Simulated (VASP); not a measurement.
Wanted: the native input for a VASP 6.6.1 run.

| Quantity | Value |
| --- | --- |
| Task | relaxation of cell and atoms |
| Functional | r2SCAN |
| Potentials or basis | VASP PAW PBE potentials, release 64 (Rh_pv) |
| Cutoff | 600 eV |
| k mesh | 20 × 20 × 20 |
| Occupations | gaussian, width 0.1 eV |
| Spin | no spin polarisation |
| Further INCAR settings | ALGO = Normal; EDIFF = 1e-07; IBRION = 2; EDIFFG = -0.005; NSW = 90; ISIF = 3 |

The structure of Rh lies in POSCAR:

```
Rh
1.0
   -1.5110298100      1.5110298100      1.5110298100
    1.5110298100     -1.5110298100      1.5110298100
    1.5110298100      1.5110298100     -1.5110298100
Rh
1
Direct
    0.0000000000      0.0000000000      0.0000000000
```

This isn't the form of Rh at room conditions, which is fcc.

The input as run:

INCAR

```
PREC     = Accurate       # precision mode
ENCUT    = 600            # plane-wave cutoff, eV
EDIFF    = 1E-7           # SCF threshold, eV
ISMEAR   = 0              # smearing method
SIGMA    = 0.1            # smearing width, eV
LREAL    = False          # projectors in reciprocal space
LASPH    = True           # aspherical terms in the spheres
NELM     = 100            # most SCF steps
ALGO     = Normal         # electronic algorithm
ISIF     = 3              # what is computed and relaxed
LWAVE    = False          # write WAVECAR
LCHARG   = False          # write CHGCAR
METAGGA  = R2SCAN         # meta-GGA
LMIXTAU  = True         
IBRION   = 2              # ionic algorithm
NSW      = 90             # ionic steps
EDIFFG   = -0.005         # ionic threshold
```

KPOINTS

```
regular mesh
0
Gamma
  20 20 20
```

Potentials or basis: VASP PAW PBE potentials, release 64 (Rh_pv).

The run is started by

```console
$ cat potpaw_PBE.64/Rh_pv/POTCAR > POTCAR
$ mpirun -np 1 vasp_std > vasp.out
```

Results of the run:

The relaxed volume is 14.16 Å³/atom. The relaxed cell is a = 2.640 Å, b = 2.640 Å, c = 2.640 Å, α = 109.47°, β = 109.47°, γ = 109.47° and the space group after relaxing (to 0.05 Å) is Im-3m (No. 229). The energy gained by relaxing is 7.6 meV/atom, the ionic steps are 4 and the pressure after relaxing is 0.0 GPa. The band gap on the k mesh is none (metal or under the smearing width).

Caveat: the PAW data sets were made with another functional, which shifts forces and pressure a little.

Run time: 8.3 min on 1 thread of AMD EPYC 9R45 (Zen 5), on a shared host, peak memory 0.16 GiB.
